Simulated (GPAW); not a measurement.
# A GW chain in GPAW: CdTe (F-43m)

Aim: the G0W0 gap of CdTe (F-43m) on LDA, step by step.

Calculated with GPAW 26.7.0; LDA and many-body steps on it, plane waves.

The database entry behind the starting cell differs from later determinations by our own check (an axis about 1.1 % short against later determinations), so it need not match the best structure at ambient conditions.

**1. Set-up**

Symmetry: F-43m, No. 216, cubic system. Conventional cell: a = 6.410 Å, b = 6.410 Å, c = 6.410 Å, α = 90.00°, β = 90.00°, γ = 90.00°. Nearest to Cd lie 4 Te at 2.78 Å. Te has 4 Cd at 2.78 Å nearest. Farther neighbours and most contacts between anions are not listed.

The cell and positions come from the Crystallography Open Database and are kept as given unless a step says otherwise. Spin-orbit coupling is left out unless a step names it.

**2. Ground state**

This step: GPAW 26.7.0; DFT, LDA, plane waves, PAW.

The ground-state density comes first.

Contents of run.py:

```python
import json
import numpy as np
from gpaw.mpi import world
from ase import Atoms
from gpaw import GPAW, PW, FermiDirac

atoms = Atoms(['Cd', 'Te'],
    cell=[[0.0000000000, 3.2050000000, 3.2050000000],
      [3.2050000000, 0.0000000000, 3.2050000000],
      [3.2050000000, 3.2050000000, 0.0000000000]],
    scaled_positions=[[0.0000000000, 0.0000000000, 0.0000000000],
      [0.2500000000, 0.2500000000, 0.2500000000]],
    pbc=(True, True, True))
calc = GPAW(mode=PW(450),
    xc='LDA',
    kpts={'size': (6, 6, 6), 'gamma': True},
    occupations=FermiDirac(0.001),
    nbands=-7,
    convergence={'density': 1e-6, 'bands': -3},
    maxiter=100,
    txt='gs.txt')
atoms.calc = calc
res = {'energy': atoms.get_potential_energy()}
kpts = calc.get_ibz_k_points()
res['kpts'] = kpts
res['eigenvalues'] = [calc.get_eigenvalues(kpt=k) for k in range(len(kpts))]
res['n_electrons'] = calc.get_number_of_electrons()
calc.write('gs.gpw')

if world.rank == 0:
    with open('result.json', 'w') as f:
        json.dump(res, f, default=lambda x: x.tolist())
```

Command:

```bash
> mpirun -n 4 gpaw python run.py
```

Numbers of over 12 decimals in the logs are rounded to 6 here.

The log of the run:

```text
__  _  _
 | _ |_)|_||  |
 |__||  | ||/\| - 26.7.0

Input parameters:
  mode=PW(ecut=450.000000),
  convergence={'density': 1e-06, 'bands': -3},
  kpts=MonkhorstPack(size=(6, 6, 6), gamma=True),
  maxiter=100,
  nbands=-7,
  occupations=Occupations(name='fermi-dirac', width=0.001, fixmagmom=False),
  xc=XC(name='LDA')
  [... matrices ...]
Diagonalizing LCAO Hamiltonian
Converting LCAO to pw mode

            Te

       Cd

Atoms  # Å, Bohr magnetons
|   | symbol |        x |        y |        z |    initial magnetic moments |
| 0 |     Cd | 0.000000 | 0.000000 | 0.000000 | ( 0.0000,  0.0000,  0.0000) |
| 1 |     Te | 1.602500 | 1.602500 | 1.602500 | ( 0.0000,  0.0000,  0.0000) |

Unit cell  # Å
| periodic |        x |        y |        z |  lengths |    angles |
|      yes | 0.000000 | 3.205000 | 3.205000 | 4.532554 | 60.000000 |
|      yes | 3.205000 | 0.000000 | 3.205000 | 4.532554 | 60.000000 |
|      yes | 3.205000 | 3.205000 | 0.000000 | 4.532554 | 60.000000 |

Number of symmetries: 24
Symmetry operations  # r_c * U_cc + t_c -> r_c
|    | kind |            matrix            |
|  0 |  E   |  1, 0, 0,  0, 1, 0,  0, 0, 1 |
|  1 |  σ   |  1, 0, 0,  0, 0, 1,  0, 1, 0 |
|  2 |  σ   |  1, 0,-1,  0, 1,-1,  0, 0,-1 |
|  3 |  C3  |  1, 0,-1,  0, 0,-1,  0, 1,-1 |
|  4 |  C3  |  1,-1, 0,  0,-1, 1,  0,-1, 0 |
|  5 |  σ   |  1,-1, 0,  0,-1, 0,  0,-1, 1 |
|  6 |  σ   |  0, 1, 0,  1, 0, 0,  0, 0, 1 |
|  7 |  C3  |  0, 1, 0,  0, 0, 1,  1, 0, 0 |
|  8 |  C2  |  0, 1,-1,  1, 0,-1,  0, 0,-1 |
|  9 |  S4  |  0, 1,-1,  0, 0,-1,  1, 0,-1 |
| 10 |  C3  |  0, 0, 1,  1, 0, 0,  0, 1, 0 |
| 11 |  σ   |  0, 0, 1,  0, 1, 0,  1, 0, 0 |
| 12 |  S4  |  0, 0,-1,  1, 0,-1,  0, 1,-1 |
| 13 |  C3  |  0, 0,-1,  0, 1,-1,  1, 0,-1 |
| 14 |  S4  |  0,-1, 1,  1,-1, 0,  0,-1, 0 |
| 15 |  C2  |  0,-1, 1,  0,-1, 0,  1,-1, 0 |
| 16 |  C3  |  0,-1, 0,  1,-1, 0,  0,-1, 1 |
| 17 |  S4  |  0,-1, 0,  0,-1, 1,  1,-1, 0 |
| 18 |  S4  | -1, 1, 0, -1, 0, 1, -1, 0, 0 |
| 19 |  C3  | -1, 1, 0, -1, 0, 0, -1, 0, 1 |
| 20 |  C3  | -1, 0, 1, -1, 1, 0, -1, 0, 0 |
| 21 |  S4  | -1, 0, 1, -1, 0, 0, -1, 1, 0 |
| 22 |  σ   | -1, 0, 0, -1, 1, 0, -1, 0, 1 |
| 23 |  C2  | -1, 0, 0, -1, 0, 1, -1, 1, 0 |

BZ-sampling:
  Number of BZ points: 216
  Number of IBZ points: 16

  Monkhorst-Pack size: [6, 6, 6]
  Monkhorst-Pack shift: [0.083333, 0.083333, 0.083333]

K-points  # in reciprocal-cell coordinates
|     |                                coordinates |     weight |
|   0 | (  0.00000000,   0.00000000,   0.00000000) | 0.00462963 |
|   1 | (  0.16666667,   0.16666667,   0.00000000) | 0.02777778 |
|   2 | (  0.16666667,   0.16666667,   0.16666667) | 0.03703704 |
|   3 | (  0.33333333,   0.16666667,   0.16666667) | 0.05555556 |
|   4 | (  0.33333333,   0.33333333,  -0.33333333) | 0.05555556 |
|   5 | (  0.33333333,   0.33333333,   0.00000000) | 0.02777778 |
|   6 | (  0.33333333,   0.33333333,   0.16666667) | 0.11111111 |
|   7 | (  0.33333333,   0.33333333,   0.33333333) | 0.03703704 |
|   8 | (  0.50000000,   0.33333333,  -0.33333333) | 0.11111111 |
|   9 | (  0.50000000,   0.33333333,  -0.16666667) | 0.05555556 |
| ... |                                            |            |
|  15 | (  0.50000000,   0.50000000,   0.50000000) | 0.01851852 |

Plane wave coefficients: 1458
Cutoff: 450.000000 eV

Spin-components: 1 (collinear spins)
Bands:           16
Projectors:      11
Spin-degeneracy: 2
Datatype:        complex128

  Storage: CPU
  Wave functions: 5_779_456 bytes (1_444_864 per core)
  Projectors: 7_946_752 bytes (1_986_688 per core)
  [... matrices ...]
Parallelization:
  kpt:    4
  domain: 1
  band:   1

Density:
  Valence electrons: 18.0
  Components: 1
  Grid points: [24 24 24]
  Charge: 0.0  # |e|

Potential:
  Grid points: [24 24 24]

species:
  Cd:
    name:    Cadmium
    Z:       48.0
    valence: 12
    core:    36
    charge:  0.0  # [|e|]
    compensation charges:
      type: gauss
      rc: 0.38  # [Å]
      lmax: 2
    cutoffs:
      filter: 2.12  # [Å]
      core: 2.62  # [Å]
    projectors
    | kind |    occ | energy [eV] | rcut [Å] |
    |   5s |  2.000 |      -5.950 |    1.191 |
    |   5p |  0.000 |      -1.328 |    1.228 |
    |   4d | 10.000 |     -11.904 |    1.164 |
    |    s |        |      21.261 |    1.191 |
    |    p |        |      25.883 |    1.228 |
    |    d |        |      15.307 |    1.164 |

    Using partial waves for Cd as LCAO basis

  Te:
    name:    Tellurium
    Z:       52.0
    valence: 6
    core:    46
    charge:  0.0  # [|e|]
    compensation charges:
      type: gauss
      rc: 0.36  # [Å]
      lmax: 2
    cutoffs:
      filter: 2.09  # [Å]
      core: 3.17  # [Å]
    projectors
    | kind |    occ | energy [eV] | rcut [Å] |
    |   5s |  2.000 |     -15.337 |    1.180 |
    |   5p |  4.000 |      -6.113 |    1.196 |
    |    s |        |      11.875 |    1.180 |
    |    p |        |      21.098 |    1.196 |
    |    d |        |       0.000 |    1.238 |

    Using partial waves for Te as LCAO basis

Reference energy: -336673.462795  # eV

eigensolver:
  PPCG
  Converge bands: -3
  niter=2

density mixing:
  MSR1-Mixer
  Pratt-step length: 0.05
  Maximum mixing coefficient: 0.75
  Old densities: 10
  SVD Regularization: 0.005
  Good broyden scale: 1.0
  Trust region scale: 1.0
  Backstep threshold: 4.0
  History deletion threshold: 6.0
  Fourier metric: weight=20.0, sigma=0.015

occupation numbers:
  Fermi-Dirac:
    width: 0.0010  # eV

poisson solver:
  ecut: 3600.000000  # eV

xc functional:
  name: None

Initialization done in: 1.583 s

convergence criteria:
- Maximum integral of absolute [dens]ity change: 1e-06 electrons / valence electron
- Maximum [total energy] change in last 3 cyles: 0.0005 eV / valence electron
- Maximum integral of absolute [eigenst]ate change: 4e-08 eV^2 / valence electron
maximum number of iterations: 100

SCF iterations
|iter     |     time |      energy | eigst |  dens |
|iter:   1|  |   -6.525192 | +0.76 |       |
|iter:   2|  |   -6.481289 | -0.56 | -1.28 |
|iter:   3|  |   -6.304053 | -1.45 | -1.32 |
|iter:   4|  |   -6.297998 | -3.20 | -1.78 |
|iter:   5|  |   -6.296827c| -3.66 | -2.25 |
|iter:   6|  |   -6.296820c| -5.34 | -2.97 |
|iter:   7|  |   -6.296821c| -6.76 | -3.59 |
|iter:   8|  |   -6.296821c| -7.87c| -4.36 |
|iter:   9|  |   -6.296821c| -8.59c| -5.45 |
|iter:  10|  |   -6.296821c| -9.22c| -5.99 |
|iter:  11|  |   -6.296821c| -9.54c| -6.85c|

Converged in 11 steps
SCF loop duration: 1.439 s (0.131 s/step)
Energy contributions relative to reference atoms: (reference = -336673.462795)
  [... matrices ...]
Energy contributions:
  Kinetic:          17.527337
  Coulomb:         -15.919921
  Zero:              0.243768
  External:          0.000000
  Xc:               -8.148005
  Entropy:          -0.000000
  Spinorbit:         0.000000
  ----------------------------
  Free energy:      -6.296821
  Extrapolated:     -6.296821

dipole moment: (-25.949308, -25.949308, -25.949308)  # |e|*Ang

Fermi level: 4.046
Eigenvalues  # (at kpt = [0.000, 0.000, 0.000])
| band index |      eig [eV] | occ [0-2] |
|          0 |        -7.681 |     2.000 |
|          1 |        -4.573 |     2.000 |
|          2 |        -4.573 |     2.000 |
|          3 |        -4.573 |     2.000 |
|          4 |        -4.280 |     2.000 |
|          5 |        -4.280 |     2.000 |
|          6 |         3.777 |     2.000 |
|          7 |         3.777 |     2.000 |
|          8 |         3.777 |     2.000 |
|          9 |         4.385 |     0.000 |
|         10 |         8.267 |     0.000 |
|         11 |         8.267 |     0.000 |
|         12 |         8.267 |     0.000 |
|         13 |        11.030 |     0.000 |
|         14 |        13.357 |     0.000 |
|         15 |        13.357 |     0.000 |

Gap: 0.608 eV
Transition (v -> c):
  (s=0, k=0, n=8, [0.00, 0.00, 0.00]) -> (s=0, k=0, n=9, [0.00, 0.00, 0.00])
No difference between direct/indirect transitions
# Writing to gs.gpw (mode='')
  [... matrices ...]
```

Run time: 4.9 s. Hardware: 4 MPI ranks of Intel Xeon Platinum 8488C (Sapphire Rapids), shared host; peak memory 0.66 GiB.

Numbers from this step:

```
total energy               : -6.297 eV
gap                        : 0.6080 eV
k of the valence top       : 0, 0, 0
k of the conduction bottom : 0, 0, 0
least direct gap           : 0.6080 eV
```

The gap is direct, at Γ.

**3. Empty states on the mesh, 4×4×4 mesh, 284 bands**

The sums over transitions need many empty states on a uniform mesh; this step solves for them.

Contents of run.py:

```python
import json
import numpy as np
from gpaw.mpi import world
from gpaw import GPAW

calc = GPAW('gs.gpw').fixed_density(kpts={'size': (4, 4, 4), 'gamma': True},
    parallel={'domain': 1, 'band': 1},
    txt='nscf.txt')
calc.diagonalize_full_hamiltonian(nbands=284)
calc.write('full.gpw', mode='all')
res = {}
kpts = calc.get_ibz_k_points()
res['kpts'] = kpts
res['eigenvalues'] = [calc.get_eigenvalues(kpt=k) for k in range(len(kpts))]
res['n_electrons'] = calc.get_number_of_electrons()

if world.rank == 0:
    with open('result.json', 'w') as f:
        json.dump(res, f, default=lambda x: x.tolist())
```

Command:

```bash
> mpirun -n 4 gpaw python run.py
```

The log of the run:

```text
Diagonalizing LCAO Hamiltonian
Converting LCAO to pw mode
convergence criteria:
- Maximum integral of absolute [eigenst]ate change: 4e-08 eV^2 / valence electron
maximum number of iterations: 100

SCF iterations
|iter     |     time |      energy | eigst |  dens |
|iter:   1|  |             | +0.73 |       |
|iter:   2|  |             | -0.48 |       |
|iter:   3|  |             | -2.09 |       |
|iter:   4|  |             | -3.37 |       |
|iter:   5|  |             | -4.64 |       |
|iter:   6|  |             | -5.82 |       |
|iter:   7|  |             | -7.04 |       |
|iter:   8|  |             | -7.56c|       |
SCF steps: 8
  __  _  _
 | _ |_)|_||  |
 |__||  | ||/\| - 26.7.0

Input parameters:
  mode=PW(ecut=450.000000),
  convergence={'density': 1e-06, 'bands': -3},
  gpts=array([24, 24, 24]),
  kpts=MonkhorstPack(size=(4, 4, 4), gamma=True),
  maxiter=100,
  nbands=16,
  occupations=Occupations(name='fermi-dirac', width=0.001, fixmagmom=False),
  parallel={'domain': 1, 'band': 1},
  xc=XC(name='LDA')
Matrix size: 1427x1427
# Writing to full.gpw (mode='all')
  [... matrices ...]

timing:  # [seconds]
  Total: 4.082  # ━━━━━━━━━━━━━━━━━━━━━━━━━━━━━━━━━━━━━━━━━━━━━━━━━━━━━━━━━━━
```

Run time: 8.1 s. Hardware: 4 MPI ranks; peak memory 1.2 GiB; 31 s of CPU time.

This step gave:

```
gap                                                           : 0.6080 eV
k of the valence top                                          : 0, 0, 0
k of the conduction bottom                                    : 0, 0, 0
least direct gap                                              : 0.6080 eV
k points computed                                             : 8
lowest point of the top converged band, above the valence top : 138.6609 eV
```

On this mesh the gap is 0.608 eV.

**4. Screening and self-energy, 4×4×4 mesh, 274 bands, screening to 150 eV**

G0W0 replaces the xc potential by the self-energy, built once from these orbitals. Only a window of levels is corrected, while the sums run over the empty bands that the input names.

This step: G0W0 on LDA, plane waves, PAW.

Contents of run.py:

```python
import json
import numpy as np
from gpaw.mpi import world
from gpaw.response.g0w0 import G0W0

gw = G0W0('full.gpw',
    filename='gw',
    kpts=[0],
    bands=(7, 11),
    ecut=150,
    nbands=274,
    integrate_gamma='WS',
    ppa=True)
gw.calculate()
res = {mode: {k: v for k, v in r.items() if k != 'sigma_eskwn'}
       for mode, r in gw.all_results.items()}

if world.rank == 0:
    with open('result.json', 'w') as f:
        json.dump(res, f, default=lambda x: x.tolist())
```

Command:

```bash
> mpirun -n 4 gpaw python run.py
```

The log of the run:

```text
Using integrator: PointIntegrator
FrequencyGridDescriptor(from 0.000+0.000j to 0.000+27.211j eV, 2 points)
Nonperiodic BCs:  [False False False]
Using integrator: PointIntegrator
FrequencyGridDescriptor(from 0.000+0.000j to 0.000+27.211j eV, 2 points)
Nonperiodic BCs:  [False False False]
  ___  _ _ _
 |   || | | |
 | | || | | |
 |__ ||_____|
 |___|

BZ k-points: Symmetries present (total): 24

  [... matrices ...]
64 k-points: 4 x 4 x 4 Monkhorst-Pack grid + [1/8,1/8,1/8]
8 k-points in the irreducible part of the Brillouin zone
       k-points in crystal coordinates                weights
   0:     0.00000000    0.00000000    0.00000000          1/64
   1:     0.25000000    0.25000000    0.00000000          6/64
   2:     0.25000000    0.25000000    0.25000000          8/64
   3:     0.50000000    0.25000000   -0.25000000          6/64
   4:     0.50000000    0.25000000    0.25000000         12/64
   5:     0.50000000    0.50000000    0.00000000          3/64
   6:     0.50000000    0.50000000    0.25000000         24/64
   7:     0.50000000    0.50000000    0.50000000          4/64

Distributing spins, k-points and bands (1 x 1 x 4) over 4 processes
Number of blocks: 1

Quasi particle states:
k-points (IBZ indices): [0]
Band range: (7, 11)
  [... matrices ...]
Computational parameters:
Plane wave cut-off: 150 eV
Number of bands: 274
Coulomb cutoff: None
Broadening: 0.1 eV

fxc modes: GW
Kernel: RPA
Using Godby-Needs plasmon-pole approximation:
  Fitting energy: i*E0, E0 = 1.000 Hartree
Summing all q:

Calculating screened Coulomb potential
No Coulomb truncation
FrequencyGridDescriptor(from 0.000+0.000j to 0.000+27.211j eV, 2 points)
Removing empty qpoint cache files...

Calculating chi0 body with:
    Ground state adapter containing:
    Number of spins: 1
    Number of kpoints: 64
    Number of irreducible kpoints: 8
    Number of completely occupied states: 9
    Number of partially occupied states: 9
    Occupied states memory: 1.8984375 M / cpu

    Linear response parametrization:
    q_c: [0.0, 0.0, 0.0]
    Number of frequency points: 2
    Planewave cutoff: 150.0
    Number of bands: 274
    Number of planewaves: 283
    Broadening (eta): 1e-06
    comm.size: 4
    kncomm.size: 4
    blockcomm.size: 1

    Memory estimate of potentially large arrays:
        chi0_wGG: 2.444122 M / cpu
Integrating chi0 body.

Symmetries of q_c:
    Direct symmetries (Uq -> q): 24
    Indirect symmetries (TUq -> q): 24
In total 48 allowed symmetries.

  [... matrices ...]
8 groups of equivalent kpoints. 87.5% reduction.

Integral kind: response function
Integrating chi0 head and wings.

Symmetries of q_c:
    Direct symmetries (Uq -> q): 24
    Indirect symmetries (TUq -> q): 24
In total 48 allowed symmetries.

  [... matrices ...]
8 groups of equivalent kpoints. 87.5% reduction.

Integral kind: response function wings

Calculating chi0 body with:
    Ground state adapter containing:
    Number of spins: 1
    Number of kpoints: 64
    Number of irreducible kpoints: 8
    Number of completely occupied states: 9
    Number of partially occupied states: 9
    Occupied states memory: 1.8984375 M / cpu

    Linear response parametrization:
[... the further q-points ...]

Results:
f:      Occupation numbers
eps:     KS-eigenvalues [eV]
vxc:     KS vxc [eV]
exx:     Exact exchange [eV]
sigma:   Self-energies [eV]
dsigma:  Self-energy derivatives
Z:       Renormalization factors
qp:      QP-energies [eV]

k-point 0 (0): (0.000, 0.000, 0.000)                GW
band       f     eps     vxc     exx   sigma  dsigma       Z      qp
                                                                   GW
   7   1.000   3.777 -16.571 -18.178   1.232  -0.264   0.791   3.481
   8   1.000   3.777 -16.571 -18.178   1.232  -0.264   0.791   3.481
   9   0.000   4.385 -13.972  -9.625  -3.552  -0.245   0.803   5.024
  10   0.000   8.267 -11.406  -6.804  -4.154  -0.255   0.797   8.624
```

Elapsed: 75 s, on 4 MPI ranks; peak memory 1.5 GiB; 5 min of CPU time.

This step gave:

* G0W0 gap on the points computed: 1.542 eV
* least direct G0W0 gap on the computed points: 1.542 eV
* Z at the valence top: 0.7911
* Z at the conduction bottom: 0.8033
* starting gap on the mesh: 0.6080 eV
* k of the valence top: 0, 0, 0
* k of the conduction bottom: 0, 0, 0

The gap on the mesh goes from 0.61 eV to 1.54 eV, a correction of +0.93 eV.

Limits: finite bands, cutoff and mesh; no spin-orbit coupling; coarse k mesh. v1 is the top filled band, c1 the lowest empty one. Levels before and after the correction, in eV, zero at the valence-band top of each column:

```
           conduction bottom  valence top
Kohn-Sham               0.61         0.00
     G0W0               1.54         0.00
```

```
             level  energy (eV)
Kohn-Sham  Γ v2-v1        0.000
Kohn-Sham     Γ c1        0.608
Kohn-Sham     Γ c2        4.490
     G0W0  Γ v2-v1        0.000
     G0W0     Γ c1        1.542
     G0W0     Γ c2        5.143
```

**5. Where the time went**

Times are wall times on 4 MPI ranks of Intel Xeon Platinum 8488C (Sapphire Rapids), shared host, good to a factor of about two.

```
                     step   time  share  memory (GiB)
             ground state  4.9 s    6 %          0.66
 empty states on the mesh  8.1 s    9 %           1.2
screening and self-energy   75 s   85 %           1.5
```

**6. Results**

```yaml
lda_gap: 0.61 eV, direct
g0w0_gap_on_the_mesh: 1.54 eV
gw_settings: 4×4×4 mesh, 274 bands, screening to 150 eV, Godby-Needs plasmon pole
known_limits: not at the basis limit; no spin-orbit coupling; coarse k mesh
```

G0W0 moves the gap on the mesh from 0.61 eV to 1.54 eV (+0.93 eV), with Z of 0.79 and 0.80 at the edges. Only 1 of the mesh's irreducible points was corrected, so a valley elsewhere could overtake. The dearest step here is «screening and self-energy». Bands and cutoff are finite, so the gap is not at the basis limit. The miss can reach some tenths of an eV and take either sign; the mesh is an error of its own. These stock PAW sets were not made for GW; the filled d or f shell of Te lies in the frozen core, which bears on start and correction. In the G0W0 run levels were corrected at 1 k point alone, so a gap called «on the mesh» is the least over those, and an edge elsewhere would be missed. The 4×4×4 mesh is coarse for this cell, which bears on the long-range parts of exchange and screening. The many-body steps are scalar-relativistic: spin-orbit coupling is not in them.

[Paths, hosts, dates, memory and timing lines, banners, echoed tables and standing remarks are left out of the program output.]

[Logs are printed without paths, hosts, clocks, repeated set-up lines and the standing remarks that a program may print on its own settings, such as how far it seeks lower states.]

[Runs of the session that timed out or met a known fault of the program may be left out.]

[Hosts, paths, dates, database ids (printed as entryN), source tags and the programs' standing remarks are cut or masked in the printed files.]
